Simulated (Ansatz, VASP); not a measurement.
# MgO2: VASP beside Ansatz

```
Mg O
1.0
    -1.95882    1.95882    2.29492
     1.95882   -1.95882    2.29492
     1.95882    1.95882   -2.29492
Mg O
2 4
Cartesian
  0.0000 0.0000 1.1475
  0.0000 0.0000 3.4424
  2.4448 0.4860 0.0000
  1.4728 0.4860 2.2949
  -0.4860 1.4728 2.2949
  0.4860 1.4728 0.0000
```

Alike in both runs: functional PBEsol; k mesh 8 × 8 × 8; occupations gaussian, width 0.1 eV; no spin polarisation.

Ansatz relaxed the structure, and its values are those at the end. VASP's run is a single point on that final structure, the one shown.

|  | VASP | Ansatz |
| --- | --- | --- |
| version | VASP 6.6.1 | Ansatz 0.2.0 |
| potentials or method | VASP PAW PBE potentials, release 64 (Mg, O) | scalar-relativistic, plane waves, PAW |
| plane-wave cutoff (eV) | 520 | 420 |
| valence electrons in the cell | 28 | 44 |

Ansatz gave:

* gap on the k mesh at the Fermi level (eV): 4.11
* least direct gap on the mesh (eV): 5.17
* rms of the force components (eV/Å): 0.003

**Question.** Estimate VASP's values.

**Answer.** gap on the k mesh at the Fermi level (eV): 4.06; least direct gap on the mesh (eV): 5.12; rms of the force components (eV/Å): 0.138.

The functional is the same, so the differences come from potentials, cutoffs and numerics. The two sets of potentials don't hold the same shells in valence.

Caveats: the PAW data sets were made with another functional, which shifts forces and pressure a little (VASP). A k mesh can miss the band edges.
